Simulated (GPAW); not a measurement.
Set up this calculation in GPAW 26.7.0, as an ASE script.

```yaml
Task: single point
Functional: PBE
Potentials_or_basis: GPAW PAW data sets (gpaw-data 1.2.1)
Cutoff: 600 eV
Basis: pw
k_mesh: 10 × 10 × 10
Occupations: fermi-dirac, width 0.05 eV
Spin: collinear spin, ferromagnetic start
Starting_moments: "[3.0] μB"
Maxiter: 150
```

The structure of Fe lies in Fe.xyz:

```xyz
1
Lattice="-1.4430000000 1.4430000000 1.4718600000 1.4430000000 -1.4430000000 1.4718600000 1.4430000000 1.4430000000 -1.4718600000" Properties=species:S:1:pos:R:3 pbc="T T T"
Fe     0.0000000000      0.0000000000      0.0000000000
```

The cell isn't the ideal one: strain = 0.02.

These files were run (other wordings do the same):

run.py

```python
from ase.dft.bandgap import bandgap
from ase.io import read, write
from ase.units import Bohr, GPa
from gpaw import GPAW, PW
from gpaw.elf import elf_from_dft_calculation

atoms = read('Fe.xyz')
atoms.set_initial_magnetic_moments([3.0])

calc = GPAW(mode=PW(600),
            xc='PBE',
            kpts={'size': (10, 10, 10), 'gamma': True},
            occupations={'name': 'fermi-dirac', 'width': 0.05},
            nbands=12,
            convergence={'density': 1e-05, 'energy': 1e-05},
            maxiter=150,
            txt='gpaw.txt')
atoms.calc = calc
energy = atoms.get_potential_energy()
forces = atoms.get_forces()
stress = atoms.get_stress()
calc.write('gs.gpw')
write('result.traj', atoms)
print(f'Energy: {energy:.6f} eV')
print('Forces (eV/A):')
print(forces.round(4))
print('Stress (GPa):', (stress / GPa).round(3))
print('Moments:', calc.get_magnetic_moments().round(3))
print('Fermi level:', round(calc.get_fermi_level(), 4), 'eV')
print(f'Gap: {bandgap(calc)[0]:.4f} eV, direct: {bandgap(calc, direct=True)[0]:.4f} eV')

# fields on the real-space grid
write('density.cube', atoms, data=calc.get_pseudo_density() * Bohr**3)
write('potential.cube', atoms, data=calc.get_electrostatic_potential())
write('spin.cube', atoms, data=(calc.get_pseudo_density(spin=0) - calc.get_pseudo_density(spin=1)) * Bohr**3)
write('elf.cube', atoms, data=elf_from_dft_calculation(calc).data)
```

Potentials or basis: GPAW PAW data sets (gpaw-data 1.2.1), pw.

Launch:

```console
$ OMP_NUM_THREADS=1 python run.py
```

It gave:

```
Pressure               : -12.1 GPa
Band gap on the k mesh : none (metal or under the smearing width)
Net moment             : 2.21 μB per cell
Site moments           : Fe +2.27 μB
```

Caveat: the density grid can change from cell to cell, which puts small steps into energies and stress.

Wall time 30 s on 1 thread of Arm Neoverse V1, on a shared host, peak memory 0.15 GiB.
